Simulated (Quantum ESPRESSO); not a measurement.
The system is Pd.

```
Pd
1.0
     0.00000    1.94650    1.94650
     1.94650    0.00000    1.94650
     1.94650    1.94650    0.00000
Pd
1
Cartesian
  0.0000 0.0000 0.0000
```

| Item | Value |
| --- | --- |
| Program | Quantum ESPRESSO 7.5 |
| Task | phonons |
| Functional | PBE |
| Potentials or basis | SSSP 1.3 efficiency PBE |
| Cutoff | 816 eV |
| Density cutoff | 3265 eV |
| k mesh | 8 × 8 × 8, shifted |
| Occupations | cold, width 0.136 eV |
| Spin | no spin polarisation |
| Mixing beta | 0.5 |
| Most SCF iterations | 120 |
| SCF threshold | 2e-10 Ry |

The cell and the atoms were relaxed first, to 15.30 Å³/atom (a = 2.787 Å, b = 2.787 Å, c = 2.787 Å, α = 60.00°, β = 60.00°, γ = 60.00°), and the response was taken there.

At K the frequencies are 132 169 191 cm⁻¹, at a pressure of 0.0 GPa.

Q: How do the modes respond when the cell is scaled evenly, at fixed shape?

A: The highest mode has a Grüneisen parameter of 2.53 and moves by +2.8 cm⁻¹ per GPa. None of the listed modes softens on compression. The pressures give a bulk modulus of about 170 GPa.

Frequencies at 99 % and 101 % of the volume (pressures 1.8 and -1.6 GPa), ions relaxed:
```csv
mode,99 % (cm⁻¹),101 % (cm⁻¹),Grüneisen parameter
1,135.0,129.2,2.19
2,173.8,165.2,2.53
3,196.2,186.6,2.53
```

Modes are matched by their order; those that don't vary smoothly over the three volumes are left out.

Caveat: the k mesh is coarse; the mesh is thin for the phonons of a metal.
